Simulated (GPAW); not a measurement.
Input of a GPAW 26.7.0 run:

run.py

```python
from ase.filters import FrechetCellFilter
from ase.io import read, write
from ase.optimize import BFGS
from ase.units import GPa
from gpaw import GPAW, PW, setup_paths

setup_paths.insert(0, '.')

atoms = read('Te.xyz')

calc = GPAW(mode=PW(600),
            xc='PBEsol',
            kpts={'size': (9, 9, 9), 'gamma': True},
            occupations={'name': 'fermi-dirac', 'width': 0.05},
            nbands=9,
            convergence={'density': 1e-05, 'forces': 0.0001},
            maxiter=150,
            txt='gpaw.txt')
atoms.calc = calc
opt = BFGS(FrechetCellFilter(atoms, scalar_pressure=2 * GPa), trajectory='relax.traj', logfile='-')
done = opt.run(fmax=0.02, steps=60)
calc.write('gs.gpw')
write('result.traj', atoms)
print('Converged:', done)
print('Cell:', atoms.cell.cellpar().round(4))
print('Volume:', round(atoms.get_volume(), 4))
print(atoms.get_scaled_positions().round(5))
```

File Te.xyz:

```xyz
1
Lattice="2.3059043427 1.3313144930 1.6909537039 -2.3059043427 1.3313144930 1.6909537039 0.0000000000 -2.6626289860 1.6909537039" Properties=species:S:1:pos:R:3 pbc="T T T"
Te     0.0000000000      0.0000000000      2.5364305558
```

Potentials or basis: PAW data sets generated in the run's folder for this functional, pw.

Command:

```sh
$ gpaw-setup -f PBEsol Te
$ OMP_NUM_THREADS=1 python run.py
```

(1) Estimate the relaxed cell.

(2) Predict the relaxed volume.

(3) Predict the band gap on the k mesh.

Results:

(1) a = 3.110 Å, b = 3.110 Å, c = 3.110 Å, α = 95.42°, β = 95.42°, γ = 95.42°.

(2) 29.65 Å³/atom.

(3) none (metal or under the smearing width).

Caveat: later steps reuse the first step's grids.
